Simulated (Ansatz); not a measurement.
Pb: band structure with LDA

Pb:

```
Pb
1.0
     3.03861   -1.75032    0.00000
     3.03861    1.75032    0.00000
    -2.11546    0.00000    6.09522
Pb
2
Direct
  0.90851 0.90851 0.72629
  0.09149 0.09149 0.27371
```

This isn't the form of Pb at room conditions, which is fcc.

- Program: Ansatz 0.2.0
- Task: band structure
- Functional: LDA
- Potentials or basis: all-electron LAPW, scalar-relativistic
- Cutoff: 175 eV (chosen from the basis error)
- Basis error allowed: 0.001 eV/atom
- k mesh: 9 × 9 × 5
- Occupations: fermi-dirac, width 0.05 eV
- Spin: no spin polarisation

* Pressure: -3.2 GPa
* Largest force: 0.177 eV/Å
* Band gap along the path: none (metal or under the smearing width)

Forces in eV/Å, atoms in the order of the input:
```
Pb   0.025  0.000 -0.175
Pb  -0.025  0.000  0.175
```

Stress tensor (GPa, compression positive):
```
-3.12  0.00 -0.01
 0.00 -3.14  0.00
-0.01  0.00 -3.27
```

Levels at the corners of the path, in eV from the Fermi level:
```csv
point,band 32,band 33,band 34,band 35,band 36,band 37,band 38,band 39,band 40,band 41
Γ,-16.68,-11.47,-8.41,-3.94,6.19,6.38,6.43,6.48,6.60,9.35
Y,-16.60,-7.64,-7.64,-3.15,-2.77,1.94,2.39,2.83,5.31,6.47
F,-16.60,-7.92,-7.40,-3.48,-2.15,1.19,2.50,3.59,5.10,5.94
L,-16.57,-8.34,-6.61,-3.49,-2.32,0.14,3.08,3.43,4.08,6.42
I,-16.60,-7.48,-6.83,-2.13,-2.03,-0.96,0.07,1.89,4.08,6.29
```

It took 20 s on 1 thread of Intel(R) Xeon(R) 6975P-C (Granite Rapids), on a shared host, peak memory 0.52 GiB.

Caveat: spin-orbit coupling is left out, which moves the levels of the heavy elements.
